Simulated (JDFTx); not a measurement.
# PtS2 (P-3m1) in JDFTx: band structure with PBEsol

Aim: the band structure of PtS2 with PBEsol.

Program: JDFTx 1.7.0 (patched build). These are calculated values, not measurements. Logs are shortened: lines on timing, memory, paths and dates and some standing lists are left out, and cuts for length are marked. The log counts tension as positive stress, the text compression.

## (1) The structure

It takes space group P-3m1 (No. 164, trigonal). The conventional cell has a = 3.543 Å, b = 3.543 Å, c = 5.039 Å, α = 90.00°, β = 90.00°, γ = 120.00°. Pt (site symmetry -3m) has 6 S at 2.34 Å as nearest neighbours. Around S (site symmetry 3m) lie 3 Pt at 2.34 Å.

## (2) Band structure, PBEsol

Contents of bands.in:

```
include PtS2.lattice
coords-type Lattice
include PtS2.ionpos

ion-species pseudo/Pt.upf
ion-species pseudo/S.upf
elec-cutoff 42 336
elec-ex-corr gga-PBEsol
elec-smearing Fermi 0.0018374661
elec-n-bands 22
electronic-minimize nIterations 30 energyDiffThreshold 1e-06
davidson-band-ratio 1.3
forces-output-coords Cartesian
include path.kpoints
symmetries none
fix-electron-density run.$VAR

dump-name bands.$VAR
dump End Ecomponents EigStats BandEigs Kpoints Forces
```

Contents of PtS2.lattice:

```
lattice \
    6.6956776048    -3.3478388024     0.0000000000 \
    0.0000000000     5.7986269013     0.0000000000 \
    0.0000000000     0.0000000000     9.5219519968
```

Contents of PtS2.ionpos:

```
ion Pt     0.0000000000     0.0000000000     0.0000000000 1
ion S      0.6666666667     0.3333333333     0.7730000000 1
ion S      0.3333333333     0.6666666667     0.2270000000 1
```

Contents of path.kpoints:

```
kpoint +0.0000000000 +0.0000000000 +0.0000000000 0.020000000000
kpoint +0.0833333333 +0.0000000000 +0.0000000000 0.020000000000
kpoint +0.1666666667 +0.0000000000 +0.0000000000 0.020000000000
kpoint +0.2500000000 +0.0000000000 +0.0000000000 0.020000000000
kpoint +0.3333333333 +0.0000000000 +0.0000000000 0.020000000000
kpoint +0.4166666667 +0.0000000000 +0.0000000000 0.020000000000
kpoint +0.5000000000 +0.0000000000 +0.0000000000 0.020000000000
kpoint +0.4444444444 +0.1111111111 +0.0000000000 0.020000000000
kpoint +0.3888888889 +0.2222222222 +0.0000000000 0.020000000000
kpoint +0.3333333333 +0.3333333333 +0.0000000000 0.020000000000
kpoint +0.2857142857 +0.2857142857 +0.0000000000 0.020000000000
kpoint +0.2380952381 +0.2380952381 +0.0000000000 0.020000000000
kpoint +0.1904761905 +0.1904761905 +0.0000000000 0.020000000000
kpoint +0.1428571429 +0.1428571429 +0.0000000000 0.020000000000
kpoint +0.0952380952 +0.0952380952 +0.0000000000 0.020000000000
kpoint +0.0476190476 +0.0476190476 +0.0000000000 0.020000000000
kpoint +0.0000000000 +0.0000000000 +0.0000000000 0.020000000000
kpoint +0.0000000000 +0.0000000000 +0.1250000000 0.020000000000
kpoint +0.0000000000 +0.0000000000 +0.2500000000 0.020000000000
kpoint +0.0000000000 +0.0000000000 +0.3750000000 0.020000000000
kpoint +0.0000000000 +0.0000000000 +0.5000000000 0.020000000000
kpoint +0.0714285714 +0.0000000000 +0.5000000000 0.020000000000
kpoint +0.1428571429 +0.0000000000 +0.5000000000 0.020000000000
kpoint +0.2142857143 +0.0000000000 +0.5000000000 0.020000000000
kpoint +0.2857142857 +0.0000000000 +0.5000000000 0.020000000000
kpoint +0.3571428571 +0.0000000000 +0.5000000000 0.020000000000
kpoint +0.4285714286 +0.0000000000 +0.5000000000 0.020000000000
kpoint +0.5000000000 +0.0000000000 +0.5000000000 0.020000000000
kpoint +0.4583333333 +0.0833333333 +0.5000000000 0.020000000000
kpoint +0.4166666667 +0.1666666667 +0.5000000000 0.020000000000
kpoint +0.3750000000 +0.2500000000 +0.5000000000 0.020000000000
kpoint +0.3333333333 +0.3333333333 +0.5000000000 0.020000000000
kpoint +0.2916666667 +0.2916666667 +0.5000000000 0.020000000000
kpoint +0.2500000000 +0.2500000000 +0.5000000000 0.020000000000
kpoint +0.2083333333 +0.2083333333 +0.5000000000 0.020000000000
kpoint +0.1666666667 +0.1666666667 +0.5000000000 0.020000000000
kpoint +0.1250000000 +0.1250000000 +0.5000000000 0.020000000000
kpoint +0.0833333333 +0.0833333333 +0.5000000000 0.020000000000
kpoint +0.0416666667 +0.0416666667 +0.5000000000 0.020000000000
kpoint +0.0000000000 +0.0000000000 +0.5000000000 0.020000000000
kpoint +0.5000000000 +0.0000000000 +0.5000000000 0.020000000000
kpoint +0.5000000000 +0.0000000000 +0.3750000000 0.020000000000
kpoint +0.5000000000 +0.0000000000 +0.2500000000 0.020000000000
kpoint +0.5000000000 +0.0000000000 +0.1250000000 0.020000000000
kpoint +0.5000000000 +0.0000000000 +0.0000000000 0.020000000000
kpoint +0.3333333333 +0.3333333333 +0.0000000000 0.020000000000
kpoint +0.3333333333 +0.3333333333 +0.1250000000 0.020000000000
kpoint +0.3333333333 +0.3333333333 +0.2500000000 0.020000000000
kpoint +0.3333333333 +0.3333333333 +0.3750000000 0.020000000000
kpoint +0.3333333333 +0.3333333333 +0.5000000000 0.020000000000
```

Potentials or basis: PseudoDojo-SR-PBEsol-0.4.1-standard with smoothed tails.

On the command line:

```sh
jdftx -c 1 -i bands.in -o bands.out
```

The program printed:

```text
*************** JDFTx 1.7.0 (patched build) ***************

Input parsed successfully to the following command list (including defaults):
[... the input with its defaults ...]

---------- Initializing the Grid ----------
R =
[      6.69568     -3.34784            0  ]
[            0      5.79863            0  ]
[            0            0      9.52195  ]
unit cell volume = 369.697
G =
[   0.938394   0.541782         -0  ]
[          0    1.08356          0  ]
[          0         -0   0.659863  ]
Minimum fftbox size, Smin = [  56  56  80  ]
Chosen fftbox size, S = [  56  56  80  ]

---------- Initializing tighter grid for wavefunction operations ----------
R =
[      6.69568     -3.34784            0  ]
[            0      5.79863            0  ]
[            0            0      9.52195  ]
unit cell volume = 369.697
G =
[   0.938394   0.541782         -0  ]
[          0    1.08356          0  ]
[          0         -0   0.659863  ]
Minimum fftbox size, Smin = [  40  40  56  ]
Chosen fftbox size, S = [  40  40  56  ]

---------- Exchange Correlation functional ----------
Initalized PBEsol GGA exchange.
Initalized PBEsol GGA correlation.

---------- Setting up pseudopotentials ----------
Width of ionic core gaussian charges (only for fluid interactions / plotting) set to 0

Reading pseudopotential file 'pseudo/Pt.upf':
  'Pt' pseudopotential, 'PBESOL' functional
  Generated using ONCVPSP code by D. R. Hamann
  18 valence electrons, 4 orbitals, 8 projectors, 1001 radial grid points, with lMax = 3
    5S    l: 0   occupation:  2.0   eigenvalue: -3.744084
    5P    l: 1   occupation:  6.0   eigenvalue: -2.059473
    5D    l: 2   occupation:  9.0   eigenvalue: -0.226650
    6S    l: 0   occupation:  1.0   eigenvalue: -0.209389
  Core radius for overlap checks: 1.88 bohrs.

Reading pseudopotential file 'pseudo/S.upf':
  'S' pseudopotential, 'PBESOL' functional
  Generated using ONCVPSP code by D. R. Hamann
  6 valence electrons, 2 orbitals, 6 projectors, 1001 radial grid points, with lMax = 2
    3S    l: 0   occupation:  2.0   eigenvalue: -0.631879
    3P    l: 1   occupation:  4.0   eigenvalue: -0.256451
  Core radius for overlap checks: 1.58 bohrs.

Initialized 2 species with 3 total atoms.

Folded 50 k-points by 1x1x1 to 50 k-points.

---------- Setting up k-points, bands, fillings ----------
No reducable k-points.
Computing the number of bands and number of electrons
Calculating initial fillings.
nElectrons:  30.000000   nBands: 22   nStates: 50

----- Setting up reduced wavefunction bases (one per k-point) -----
average nbasis = 4804.100 , ideal nbasis = 4806.330

---------- Setting up ewald sum ----------
Optimum gaussian width for ewald sums = 2.384177 bohr.
Real space sum over 1089 unit cells with max indices [  5  5  4  ]
Reciprocal space sum over 2873 terms with max indices [  6  6  8  ]

---------- Allocating electronic variables ----------
Reading n from file 'run.n' ... done
Initializing wave functions:  linear combination of atomic orbitals
Note: number of bands (22) exceeds available atomic orbitals (18)

----------- Band structure minimization -------------
Minimization will be done independently for each quantum number.

---- Minimization of quantum number:     0  [ +0.0000000 +0.0000000 +0.0000000 ]  0.040000000 ----
BandDavidson: Iter:   0  Eband: +0.003356696469970
BandDavidson: Iter:   1  Eband: -0.044273931421990  dEband: -4.763063e-02
BandDavidson: Iter:   2  Eband: -0.054818268115831  dEband: -1.054434e-02
BandDavidson: Iter:   3  Eband: -0.056692706658895  dEband: -1.874439e-03
[... 863 lines of inner loops ...]
BandDavidson: Iter:  10  Eband: -0.059872713108150  dEband: -1.466770e-06
BandDavidson: Iter:  11  Eband: -0.059873369955343  dEband: -6.568472e-07
BandDavidson: Converged (dEband<1.000000e-06)
	FillingsUpdate:  mu: +0.418753290  nElectrons: 30.000000

Dumping 'bands.eigStats' ...
	eMin: -3.261366 at state 39 ( [ +0.000000 +0.000000 +0.500000 ] spin 0 )
	HOMO: +0.401067 at state 14 ( [ +0.095238 +0.095238 +0.000000 ] spin 0 )
	mu  : +0.418753
	LUMO: +0.436958 at state 10 ( [ +0.285714 +0.285714 +0.000000 ] spin 0 )
	eMax: +0.836899 at state 16 ( [ +0.000000 +0.000000 +0.000000 ] spin 0 )
	HOMO-LUMO gap: +0.035891
	Optical gap  : +0.054800 at state 36 ( [ +0.125000 +0.125000 +0.500000 ] spin 0 )
Done!
[note: mu, HOMO and LUMO in a band run belong to the points of the path alone and aren't those of the crystal]
```

Run time: 39 s. Hardware: 1 thread of Intel Xeon 6975P-C (Granite Rapids), shared host; peak memory 0.16 GiB.

Results:

* Band gap along the path: 0.98 eV, indirect (least direct gap 1.49 eV)

Levels at the corners of the path, in eV from the valence-band top:
```
point  band 12  band 13  band 14  band 15  band 16  band 17  band 18  band 19
    Γ    -1.77    -1.11    -1.11    -0.10     2.47     2.47     4.67     5.62
    M    -3.30    -3.21    -3.00    -2.33     1.77     2.86     5.44     6.39
    K    -3.66    -2.69    -1.46    -1.46     1.02     1.02     5.60     7.92
    Γ    -1.77    -1.11    -1.11    -0.10     2.47     2.47     4.67     5.62
    A    -2.51    -1.30    -1.30    -0.87     2.95     2.95     5.35     7.25
    L    -3.25    -3.10    -2.71    -1.34     2.10     2.36     5.30     5.40
    H    -3.59    -3.53    -1.85    -1.85     2.23     2.23     7.21     7.76
    A    -2.51    -1.30    -1.30    -0.87     2.95     2.95     5.35     7.25
    L    -3.25    -3.10    -2.71    -1.34     2.10     2.36     5.30     5.40
    M    -3.30    -3.21    -3.00    -2.33     1.77     2.86     5.44     6.39
    K    -3.66    -2.69    -1.46    -1.46     1.02     1.02     5.60     7.92
    H    -3.59    -3.53    -1.85    -1.85     2.23     2.23     7.21     7.76
```

Caveat: spin-orbit coupling is left out, which moves the levels of the heavy elements.
